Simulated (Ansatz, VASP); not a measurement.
## One calculation of SiC, two programs

Contents of POSCAR:

```
SiC
1.0
    0.0000000000      1.9288921062      1.9288921062
    1.9288921062      0.0000000000      1.9288921062
    1.9288921062      1.9288921062      0.0000000000
C Si
1 1
Direct
    0.0000000000      0.0000000000      0.0000000000
    0.5000000000      0.5000000000      0.5000000000
```

The input INCAR.step1:

```
  PREC = Accurate
  ENCUT = 520
  ISMEAR = 0
  SIGMA = 0.05
  LREAL = False
  LASPH = True
  NELM = 100
  NBANDS = 11
  GGA = PE
  ALGO = Normal
  EDIFF = 1E-4
  LWAVE = True
  LCHARG = False
```

Contents of INCAR.step2:

```
  PREC = Accurate
  ENCUT = 520
  EDIFF = 1E-6
  ISMEAR = 0
  SIGMA = 0.05
  LREAL = False
  LASPH = True
  NELM = 100
  ALGO = Normal
  ISIF = 2
  LWAVE = False
  LCHARG = False
  METAGGA = R2SCAN
  LMIXTAU = True
  NBANDS = 11
  ISTART = 1
```

KPOINTS

```
Automatic mesh
0
Gamma
  20 20 20
```

Input for Ansatz:

```yaml
crystal:
  lattice:
    - [0.0, 1.9288921062, 1.9288921062]
    - [1.9288921062, 0.0, 1.9288921062]
    - [1.9288921062, 1.9288921062, 0.0]
  atoms:
    - { symbol: C, position: [0.0, 0.0, 0.0] }
    - { symbol: Si, position: [0.5, 0.5, 0.5] }
basis:
  ecutwfc: 500
  ecutrho_ratio: 4
kpoints:
  mp_grid: { grid: [20, 20, 20] }
hamiltonian:
  xc: r2scan
scf:
  occupations: { method: gaussian, width: 0.05 }
output:
  forces: true
  stress: true
  eigenvalues: true
```

Alike in both runs: task single point; functional r2SCAN; k mesh 20 × 20 × 20; occupations gaussian, width 0.05 eV; no spin polarisation.

|  | VASP | Ansatz |
| --- | --- | --- |
| version | VASP 6.6.1 | Ansatz 0.2.0 |
| potentials or method | VASP PAW PBE potentials, release 64 (C, Si) | scalar-relativistic, plane waves, PAW |
| plane-wave cutoff (eV) | 520 | 500 |
| valence electrons in the cell | 8 | 8 |

VASP gave:

- gap on the k mesh at the Fermi level (eV): 0.38
- least direct gap on the mesh (eV): 5.58

What did Ansatz give for the same quantities?

gap on the k mesh at the Fermi level (eV): 0.38; least direct gap on the mesh (eV): 5.57.

With one functional, cell and mesh, what is left measures potentials, basis and numerics.

Caveats: the PAW data sets were made with another functional, which shifts forces and pressure a little (VASP). r2SCAN opens gaps a little over a GGA but as a rule still falls short of measured ones. A k mesh can miss the band edges.
